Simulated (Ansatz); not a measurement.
# GaAs: the cost of one run

Method: DFT PBE, scalar-relativistic, plane waves, PAW, and further levels as typed in the inputs, in Ansatz 0.2.0.

**1. The system as given**

It takes space group F-43m (No. 216, cubic). Conventional cell: a = 5.653 Å, b = 5.653 Å, c = 5.653 Å, α = 90.00°, β = 90.00°, γ = 90.00°. Ga (site symmetry -43m) is surrounded by 4 As at 2.45 Å. Around As (site symmetry -43m) lie 4 Ga at 2.45 Å.

As a file:

```xyz
2
Lattice="0.0000 2.8265 2.8265 2.8265 0.0000 2.8265 2.8265 2.8265 0.0000" Properties=species:S:1:pos:R:3 pbc="T T T"
Ga    0.0000    0.0000    0.0000
As    1.4132    1.4132    1.4132
```

**2. Relaxing the atoms: GaAs, no spin**

input.yaml reads:

```yaml
crystal:
  lattice:
    - [0.0, 2.8265, 2.8265]
    - [2.8265, 0.0, 2.8265]
    - [2.8265, 2.8265, 0.0]
  atoms:
    - { symbol: Ga, position: [0.0, 0.0, 0.0] }
    - { symbol: As, position: [0.25, 0.25, 0.25] }
scf:
  occupations: { method: gaussian, width: 0.01 }
output:
  forces: true
  stress: true
hamiltonian:
  xc: pbe
kpoints:
  mp_grid: { grid: [8, 8, 8] }
relax:
  f_tol: 0.001
```

On the command line:

```
$ ansatz run input.yaml --threads 4 --pin off --max-ram 6144MiB --backend cpu --events-out ev --progress --plain --runs-dir out
```

Q: Estimate wall time and peak memory on 4 threads of Arm Neoverse N1, shared host.

About 1.4 s, with a peak of 0.34 GiB.
